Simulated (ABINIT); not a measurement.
GaP:

```
Ga P
1.0
     0.00000    2.72525    2.72525
     2.72525    0.00000    2.72525
     2.72525    2.72525    0.00000
Ga P
1 1
Direct
  0.00000 0.00000 0.00000
  0.75000 0.75000 0.75000
```

Base run:

| Quantity | Value |
| --- | --- |
| Program | ABINIT 10.8.3 (patched build) |
| Functional | SOGGA |
| Potentials or basis | PseudoDojo NC SR PBEsol v0.4.1 standard |
| Cutoff | 1088 eV |
| k mesh | 8 × 8 × 8 |
| Occupations | fermi-dirac, width 0.05 eV |
| Spin | no spin polarisation |

Its results: band gap on the k mesh 1.46 eV, indirect (least direct gap 1.76 eV); pressure -1.3 GPa.

Task: After a change of settings the same cell gave: band gap on the k mesh 1.67 eV, indirect (least direct gap 1.71 eV); pressure 6.3 GPa. Which change was it?
A. functional from SOGGA to PBE; potentials or basis from PseudoDojo NC SR PBEsol v0.4.1 standard to PseudoDojo NC SR PBE v0.4.1 standard
B. functional from SOGGA to AM05
C. functional from SOGGA to LDA; potentials or basis from PseudoDojo NC SR PBEsol v0.4.1 standard to PseudoDojo NC SR LDA v0.4.1 standard
D. functional from SOGGA to BLYP; potentials or basis from PseudoDojo NC SR PBEsol v0.4.1 standard to JTH PAW PBE v2.0; cutoff from 1088 eV to 544 eV

Result: D.

Caveats: the potentials were made for another functional, which shifts forces and pressure (some runs); the PAW data sets were made with another functional, which shifts forces and pressure a little (some runs).
